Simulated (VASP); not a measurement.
# Ta16N (a cell with a defect) in VASP: notebook

Runs on Ta16N (a cell with a defect). Level: PBE. Tasks: single point.

Everything below comes from runs of VASP 6.6.1. Logs are shortened: lines on timing, memory, paths and dates and some standing lists are left out, and cuts for length are marked.

### 1 The structure

The cell holds a defect, 17 atoms: a = 6.638 Å, b = 6.638 Å, c = 6.638 Å, α = 90.00°, β = 90.00°, γ = 90.00°.

### 2 Single point, PBE

INCAR

```
PREC = Accurate ; ENCUT = 520
EDIFF = 1E-6 ; ISMEAR = 0
SIGMA = 0.1 ; LREAL = Auto
LASPH = T ; NELM = 100
ALGO = Fast ; ISIF = 2
LWAVE = F ; LCHARG = F
GGA = PE ; NBANDS = 104
```

KPOINTS

```
Automatic mesh
0
Gamma
  4 4 4
  0.5 0.5 0.5
```

POSCAR

```
Ta16N
1.0
    6.6381247865      0.0000000000      0.0000000000
    0.0000000000      6.6381247865      0.0000000000
    0.0000000000      0.0000000000      6.6381247865
Ta N
16 1
Direct
   -0.0460834772      0.0072697312      0.0002374542
    0.5438776401      0.0072780757      0.0002368957
   -0.0022029327      0.5072802957      0.0002358947
   -0.0021816202      0.0072582963      0.5002324567
    0.2488992649      0.2491264339      0.2420802858
    0.5000014717      0.5072723369      0.0002335287
    0.4999926981      0.0072733087      0.5002343265
    0.7489147975      0.2680355978      0.2610012508
    0.0079162679      0.5072808867      0.5002307306
    0.2489090068      0.7654325082      0.2420786996
    0.2488991868      0.2491224242      0.7583908464
    0.4899233609      0.5072837896      0.5002315905
    0.7488980535      0.7465131470      0.2610045520
    0.7489193902      0.2680423766      0.7394686067
    0.2489087950      0.7654272357      0.7583872380
    0.7488979724      0.7465120361      0.7394709515
    0.2488947835      0.0072784956      0.0002344538
```

Potentials or basis: VASP PAW PBE potentials, release 64 (Ta_pv, N).

Started as:

```bash
$ cat potpaw_PBE.64/Ta_pv/POTCAR potpaw_PBE.64/N/POTCAR > POTCAR
$ mpirun -np 1 vasp_std > vasp.out
```

OUTCAR:

```text
PREC = Accurate
   ENCUT = 520
   EDIFF = 1E-6
   ISMEAR = 0
   LREAL = Auto
   LASPH = T
   NELM = 100
   ISIF = 2
   GGA = PE

 ion  position               nearest neighbor table
   1  0.954  0.007  0.000-  17 1.96   2 2.72   8 2.80  13 2.80  16 2.80  14 2.80  10 3.00  11 3.00
                             5 3.00  15 3.00   3 3.33   4 3.33   4 3.33   3 3.33
   2  0.544  0.007  0.000-  17 1.96   1 2.72  16 2.80  13 2.80   8 2.80  14 2.80  10 3.00  15 3.00
                            11 3.00   5 3.00   6 3.33   7 3.33   7 3.33   6 3.33
   3  0.998  0.507  0.000-  14 2.87   8 2.87  16 2.87  13 2.87   5 2.88  11 2.88  10 2.88  15 2.88
                             6 3.30   9 3.32   9 3.32   1 3.33   1 3.33   6 3.33
   4  0.998  0.007  0.500-  13 2.87  16 2.87   8 2.87  14 2.87  10 2.88  15 2.88   5 2.88  11 2.88
                             7 3.30   9 3.32   9 3.32   1 3.33   1 3.33   7 3.33
   5  0.249  0.249  0.242-  17 2.27   6 2.88   4 2.88   7 2.88   3 2.88   9 2.90  12 2.90   2 3.00
                             1 3.00  11 3.21  10 3.21   8 3.32   8 3.32  10 3.43  11 3.43
   6  0.500  0.507  0.000-  16 2.87  13 2.87  14 2.87   8 2.87  15 2.88   5 2.88  11 2.88  10 2.88
                             3 3.30  12 3.32  12 3.32   2 3.33   2 3.33   3 3.33
   7  0.500  0.007  0.500-  13 2.87  16 2.87   8 2.87  14 2.87  10 2.88  15 2.88  11 2.88   5 2.88
                             4 3.30  12 3.32  12 3.32   2 3.33   2 3.33   4 3.33
   8  0.749  0.268  0.261-   1 2.80   2 2.80  12 2.83   9 2.83   3 2.87   4 2.87   7 2.87   6 2.87
                            14 3.18  13 3.18   5 3.32   5 3.32  13 3.46  14 3.46
   9  0.008  0.507  0.500-  14 2.83   8 2.83  13 2.83  16 2.83   5 2.90  15 2.90  10 2.90  11 2.90
                            12 3.20   4 3.32   3 3.32   3 3.32   4 3.32  12 3.44
  10  0.249  0.765  0.242-  17 2.27   4 2.88   7 2.88   6 2.88   3 2.88   9 2.90  12 2.90   2 3.00
                             1 3.00  15 3.21   5 3.21  13 3.32  13 3.32   5 3.43  15 3.43
  11  0.249  0.249  0.758-  17 2.27   6 2.88   7 2.88   4 2.88   3 2.88   9 2.90  12 2.90   2 3.00
                             1 3.00   5 3.21  15 3.21  14 3.32  14 3.32  15 3.43   5 3.43
  12  0.490  0.507  0.500-  13 2.83  16 2.83   8 2.83  14 2.83  15 2.90  10 2.90   5 2.90  11 2.90
                             9 3.20   7 3.32   6 3.32   6 3.32   7 3.32   9 3.44
  13  0.749  0.747  0.261-   1 2.80   2 2.80  12 2.83   9 2.83   4 2.87   7 2.87   3 2.87   6 2.87
                            16 3.18   8 3.18  10 3.32  10 3.32   8 3.46  16 3.46
  14  0.749  0.268  0.739-   1 2.80   2 2.80   9 2.83  12 2.83   3 2.87   6 2.87   4 2.87   7 2.87
                             8 3.18  16 3.18  11 3.32  11 3.32  16 3.46   8 3.46
  15  0.249  0.765  0.758-  17 2.27   4 2.88   7 2.88   6 2.88   3 2.88   9 2.90  12 2.90   2 3.00
                             1 3.00  10 3.21  11 3.21  16 3.32  16 3.32  11 3.43  10 3.43
  16  0.749  0.747  0.739-   1 2.80   2 2.80  12 2.83   9 2.83   3 2.87   6 2.87   7 2.87   4 2.87
                            13 3.18  14 3.18  15 3.32  15 3.32  14 3.46  13 3.46
  17  0.249  0.007  0.000-   1 1.96   2 1.96  11 2.27  10 2.27   5 2.27  15 2.27

  LATTYP: Found a simple cubic cell.
 ALAT       =     6.6381247865

  Lattice vectors:

 A1 = (   6.6381247865,   0.0000000000,   0.0000000000)
 A2 = (   0.0000000000,   6.6381247865,   0.0000000000)
 A3 = (   0.0000000000,   0.0000000000,   6.6381247865)

Analysis of symmetry for initial positions (statically):
=====================================================================
 Subroutine PRICEL returns:
 Original cell was already a primitive cell.

 Routine SETGRP: Setting up the symmetry group for a
 simple cubic supercell.

 Subroutine GETGRP returns: Found  2 space group operations
 (whereof  1 operations were pure point group operations)
 out of a pool of 48 trial point group operations.

The static configuration has the point symmetry C_1 .
 The point group associated with its full space group is C_1h.

Analysis of symmetry for dynamics (positions and initial velocities):
=====================================================================
 Subroutine PRICEL returns:
 Original cell was already a primitive cell.

 Routine SETGRP: Setting up the symmetry group for a
 simple cubic supercell.

 Subroutine GETGRP returns: Found  2 space group operations
 (whereof  1 operations were pure point group operations)
 out of a pool of 48 trial point group operations.

The dynamic configuration has the point symmetry C_1 .
 The point group associated with its full space group is C_1h.

 Subroutine INISYM returns: Found  2 space group operations
 (whereof  1 operations are pure point group operations),
 and found     1 'primitive' translations

----------------------------------------------------------------------------------------

                                     Primitive cell

  volume of cell :     292.5070

  direct lattice vectors                    reciprocal lattice vectors
     6.638124786  0.000000000  0.000000000     0.150644954  0.000000000  0.000000000
     0.000000000  6.638124786  0.000000000     0.000000000  0.150644954  0.000000000
     0.000000000  0.000000000  6.638124786     0.000000000  0.000000000  0.150644954

  length of vectors
     6.638124786  6.638124786  6.638124786     0.150644954  0.150644954  0.150644954

  position of ions in fractional coordinates (direct lattice)
     0.953916523  0.007269731  0.000237454
     0.543877640  0.007278076  0.000236896
     0.997797067  0.507280296  0.000235895
     0.997818380  0.007258296  0.500232457
     0.248899265  0.249126434  0.242080286
     0.500001472  0.507272337  0.000233529
[... 9 lines left out ...]
     0.748897972  0.746512036  0.739470952
     0.248894783  0.007278496  0.000234454

  ion indices of the primitive-cell ions
   primitive index   ion index
                 1           1
                 2           2
                 3           3
                 4           4
                 5           5
                 6           6
[... 9 lines left out ...]
                16          16
                17          17

----------------------------------------------------------------------------------------

 KPOINTS: Automatic mesh

Automatic generation of k-mesh.
 Grid dimensions read from file:
 generate k-points for:    4    4    4

 Generating k-lattice:

  Cartesian coordinates                     Fractional coordinates (reciprocal lattice)
     0.037661238  0.000000000  0.000000000     0.250000000  0.000000000  0.000000000
     0.000000000  0.037661238  0.000000000     0.000000000  0.250000000  0.000000000
     0.000000000  0.000000000  0.037661238     0.000000000  0.000000000  0.250000000

  Length of vectors
     0.037661238  0.037661238  0.037661238

  Shift w.r.t. Gamma in fractional coordinates (k-lattice)
     0.500000000  0.500000000  0.500000000

 Subroutine IBZKPT returns following result:
 ===========================================

 Found     16 irreducible k-points:

 Following reciprocal coordinates:
            Coordinates               Weight
  0.125000  0.125000  0.125000      4.000000
 -0.125000  0.125000  0.125000      4.000000
  0.375000  0.125000  0.125000      4.000000
  0.125000  0.375000  0.125000      4.000000
  0.125000  0.125000  0.375000      4.000000
 -0.125000  0.375000  0.125000      4.000000
[... 8 lines left out ...]
  0.375000  0.375000  0.375000      4.000000
 -0.375000  0.375000  0.375000      4.000000
   k-points           NKPTS =     16   k-points in BZ     NKDIM =     16   number of bands    NBANDS=    104
   number of dos      NEDOS =    301   number of ions     NIONS =     17
   total plane-waves  NPLWV = 125000
   dimension x,y,z NGX =    50 NGY =   50 NGZ =   50
   dimension x,y,z NGXF=   100 NGYF=  100 NGZF=  100
   ions per type =              16   1
   NGX,Y,Z   is equivalent  to a cutoff of  12.52, 12.52, 12.52 a.u.
   NGXF,Y,Z  is equivalent  to a cutoff of  25.04, 25.04, 25.04 a.u.
 SYSTEM =  unknown system
   PREC   = accura    normal or accurate (medium, high low for compatibility)
   ISTART =      0    job   : 0-new  1-cont  2-samecut
   ICHARG =      2    charge: 1-file 2-atom 10-const
   ISPIN  =      1    spin polarized calculation?
   LNONCOLLINEAR =      F non collinear calculations
   LSORBIT =      F    spin-orbit coupling
   LASPH  =      T    aspherical Exc in radial PAW
   ENCUT  =  520.0 eV  38.22 Ry    6.18 a.u.  12.34 12.34 12.34*2*pi/ulx,y,z
   NELM   =    100;   NELMIN=  2; NELMDL= -5     # of ELM steps
   EDIFF  = 0.1E-05   stopping-criterion for ELM
   LREAL  =      T    real-space projection
   EDIFFG = 0.1E-04   stopping-criterion for IOM
   NSW    =      0    number of steps for IOM
   IBRION =     -1    ionic relax: 0-MD 1-quasi-New 2-CG
   NFREE  =      0    steps in history (QN), initial steepest desc. (CG)
   ISIF   =      2    stress and relaxation
   ISYM   =      2    0-nonsym 1-usesym 2-fastsym
   POTIM  = 0.5000    time-step for ionic-motion
   TEBEG  =    0.0;   TEEND  =   0.0 temperature during run
   PSTRESS=    0.0 pullay stress
   NELECT =     181.0000    total number of electrons
   NUPDOWN=      -1.0000    fix difference up-down
   EMIN   =  10.00;   EMAX   =-10.00  energy-range for DOS
   EFERMI =   0.00;   METHOD = LEGACY
   ISMEAR =     0;   SIGMA  =   0.10  broadening in eV -4-tet -1-fermi 0-gaus
   EFERMI_NEDOS =   21; number of points for ismear=-14 and -15
   IALGO  =     68    algorithm
   IMIX   =      4    mixing-type and parameters
     AMIX     =   0.40;   BMIX     =  1.00
     AMIX_MAG =   1.60;   BMIX_MAG =  1.00
  volume/ion in A,a.u.               =      17.21       116.11
  Fermi-wavevector in a.u.,A,eV,Ry     =   1.395047  2.636257 26.479074  1.946157
  Thomas-Fermi vector in A             =   2.518537
   LORBIT       =      0    0 simple, 1 ext, 2 COOP (PROOUT), +10 PAW based schemes
   GGA     = PE    functional components
   LHFCALC =     F    Hartree Fock is set to
   AEXX    =    0.0000 exact exchange contribution
   IVDW    =     0    specifies the selected vdW correction
   LEPSILON=     F    determine dielectric tensor
   LRPA    =     F    only Hartree local field effects (RPA)
 non-spin polarized calculation
 RMM-DIIS sequential band-by-band and
 Gauss-broadening in eV      SIGMA  =   0.10
  energy-cutoff  :      520.00
  volume of cell :      292.51
 maximum number of plane-waves:      7914
 NGX is ok and might be reduce to    50
   NGX = 25   NGY = 25   NGZ = 25

 number of electron     180.9999975 magnetization

 Free energy of the ion-electron system (eV)
  ---------------------------------------------------
  ext. energy  EPLUGINS =         0.00000000
  ---------------------------------------------------
  free energy    TOTEN  =      -199.39372659 eV

  energy without entropy =     -199.30415197  energy(sigma->0) =     -199.34893928

 E-fermi :   5.6802     XC(G=0): -12.6557

 val. band max:        5.6801975250   @ k =  -0.3750   0.1250   0.1250
 cond. band min:       5.6891255244   @ k =  -0.1250   0.1250   0.1250
 fundamental gap:      0.0089279994
 Fermi energy:         5.6802304369

 k-point     1 :       0.1250    0.1250    0.1250
  band No.  band energies     occupation
      1     -28.9301      2.00000
      2     -28.6883      2.00000
      3     -28.6657      2.00000
      4     -28.6564      2.00000
      5     -28.5999      2.00000
      6     -28.5941      2.00000
[... 94 lines left out ...]
    101       7.2779      0.00000
    102       7.3850      0.00000

 k-point     2 :      -0.1250    0.1250    0.1250
  band No.  band energies     occupation
      1     -28.9301      2.00000
      2     -28.6883      2.00000
      3     -28.6657      2.00000
      4     -28.6564      2.00000
      5     -28.5999      2.00000
      6     -28.5941      2.00000
[... 1564 lines left out ...]
    101       8.5793      0.00000
    102       8.6024      0.00000
 [bands above 102 left out]

------------------------ aborting loop because EDIFF is reached ----------------------------------------

  FORCE on cell =-STRESS in cart. coord.  units (eV):
  Direction    XX          YY          ZZ          XY          YZ          ZX
  --------------------------------------------------------------------------------------
  -------------------------------------------------------------------------------------
  Total       23.2498746      4.6586706      4.6609650      0.0026111      0.0000000      0.0000000
  in kB      127.3488302     25.5173957     25.5299632      0.0143019      0.0000000      0.0000000
  external PRESSURE =      59.4653964 kB  Pullay stress =       0.0000000 kB

 VOLUME and BASIS-vectors are now :
 -----------------------------------------------------------------------------
  energy-cutoff  :      520.00
  volume of cell :      292.51
      direct lattice vectors                 reciprocal lattice vectors
     6.638124786  0.000000000  0.000000000     0.150644954  0.000000000  0.000000000
     0.000000000  6.638124786  0.000000000     0.000000000  0.150644954  0.000000000
     0.000000000  0.000000000  6.638124786     0.000000000  0.000000000  0.150644954

 POSITION                                       TOTAL-FORCE (eV/Angst)
 -----------------------------------------------------------------------------------
      6.33222      0.04826      0.00158        -0.069506     -0.000695      0.000000
      3.61033      0.04831      0.00157         0.071006     -0.000668      0.000000
      6.62350      3.36739      0.00157         0.003445     -0.000715      0.000000
      6.62364      0.04818      3.32061         0.002285      0.000279      0.000000
      1.65222      1.65373      1.60696         0.000229      0.013139      0.012521
      3.31907      3.36734      0.00155        -0.002035      0.000579      0.000000
[... 9 lines left out ...]
      4.97128      4.95544      4.90870         0.000337     -0.001020     -0.000068
      1.65219      0.04832      0.00156         0.000793      0.000832      0.000000
 -----------------------------------------------------------------------------------
    total drift:                               -0.005004     -0.016286     -0.011423

  FREE ENERGIE OF THE ION-ELECTRON SYSTEM (eV)
  ---------------------------------------------------
  free  energy   TOTEN  =      -199.3937265884 eV

  energy  without entropy=     -199.3041519663  energy(sigma->0) =     -199.34893928
```

It took 11 min on 1 thread of Intel Xeon Platinum 8488C (Sapphire Rapids), shared host; peak memory 0.53 GiB.

Results:

```yaml
Free_energy: -199.3937 eV
Pressure: 5.9 GPa
Largest_force: 0.071 eV/Å
Band_gap_on_the_k_mesh: none (metal or under the smearing width)
```

Forces on the atoms (eV/Å):
```
Ta  -0.070 -0.001  0.000
Ta   0.071 -0.001  0.000
Ta   0.003 -0.001  0.000
Ta   0.002  0.000  0.000
Ta   0.000  0.013  0.013
Ta  -0.002  0.001  0.000
Ta  -0.002  0.001  0.000
Ta  -0.001  0.001  0.000
Ta   0.005  0.001  0.000
Ta   0.000 -0.013  0.012
Ta   0.000  0.013 -0.013
Ta  -0.008 -0.001  0.000
Ta   0.000 -0.001  0.000
Ta  -0.001  0.001  0.000
Ta   0.000 -0.013 -0.012
Ta   0.000 -0.001  0.000
N    0.001  0.001  0.000
```

Stress tensor (GPa, compression positive):
```
12.73  0.00  0.00
 0.00  2.55  0.00
 0.00  0.00  2.55
```

The run has no spin-orbit coupling, so splittings on Ta are missing.

### 3 Single point, PBE

INCAR

```
ALGO = Fast
EDIFF = 1E-6
ENCUT = 520
GGA = PE
ISIF = 2
ISMEAR = 0
LASPH = True
LCHARG = False
LREAL = Auto
LWAVE = False
NBANDS = 104
NELM = 100
PREC = Accurate
SIGMA = 0.1
```

KPOINTS is that of step 2.

POSCAR

```
Ta16N
1.0
    6.6381247865      0.0000000000      0.0000000000
    0.0000000000      6.6381247865      0.0000000000
    0.0000000000      0.0000000000      6.6381247865
Ta N
16 1
Direct
   -0.0001785143     -0.0000009039     -0.0004139723
    0.5001787563     -0.0000009039     -0.0004139723
   -0.0068124661      0.4999991875      0.0061829208
    0.0025070333     -0.0000007532      0.5036023135
    0.2500002717      0.2525811210      0.2542118526
    0.5068128588      0.4999993382      0.0061827702
    0.4974932087     -0.0000007532      0.5036024642
    0.7500000618      0.2461601812      0.2525315588
   -0.0096308825      0.4999988862      0.4891156922
    0.2500002717      0.7474172541      0.2542120033
    0.2500001210      0.2907162884      0.7454680590
    0.5096311246      0.4999991875      0.4891156922
    0.7500000618      0.7538384952      0.2525314082
    0.7500002124      0.2498836725      0.7490705824
    0.2500001210      0.7092819360      0.7454679084
    0.7500002124      0.7501147026      0.7490707331
    0.2500002717     -0.0000006026     -0.2078800933
```

Potentials or basis: VASP PAW PBE potentials, release 64 (Ta_pv, N).

Started as:

```bash
$ cat potpaw_PBE.64/Ta_pv/POTCAR potpaw_PBE.64/N/POTCAR > POTCAR
$ mpirun -np 1 vasp_std > vasp.out
```

It took 7.8 min on 1 thread of Intel Xeon Platinum 8488C (Sapphire Rapids), shared host; peak memory 0.45 GiB.

Results (log left out):

- Free energy: -199.1161 eV
- Pressure: 6.1 GPa
- Largest force: 1.222 eV/Å
- Band gap on the k mesh: none (metal or under the smearing width)

Forces in eV/Å, atoms in the order of the input:
```
Ta   0.287  0.000 -0.082
Ta  -0.287  0.000 -0.082
Ta  -0.135  0.000  0.154
Ta   0.192  0.000  0.267
Ta   0.000 -0.077 -0.005
Ta   0.135  0.000  0.154
Ta  -0.192  0.000  0.267
Ta   0.000 -0.141 -0.006
Ta  -0.062  0.000  0.028
Ta   0.000  0.077 -0.005
Ta   0.000  0.313  0.143
Ta   0.062  0.000  0.028
Ta   0.000  0.141 -0.006
Ta   0.000  0.016  0.113
Ta   0.000 -0.313  0.143
Ta   0.000 -0.016  0.113
N    0.000  0.000 -1.222
```

Stress tensor (GPa, compression positive):
```
 3.16  0.00  0.00
 0.00 12.21  0.00
 0.00  0.00  2.97
```

Levels at points of the mesh, in eV from the Fermi level:
```csv
k point,band 88,band 89,band 90,band 91,band 92,band 93
"(0.12, 0.12, 0.12)",0.46,0.65,0.69,0.75,0.84,0.87
```

Spin-orbit coupling is left out, which matters for the levels of Ta.
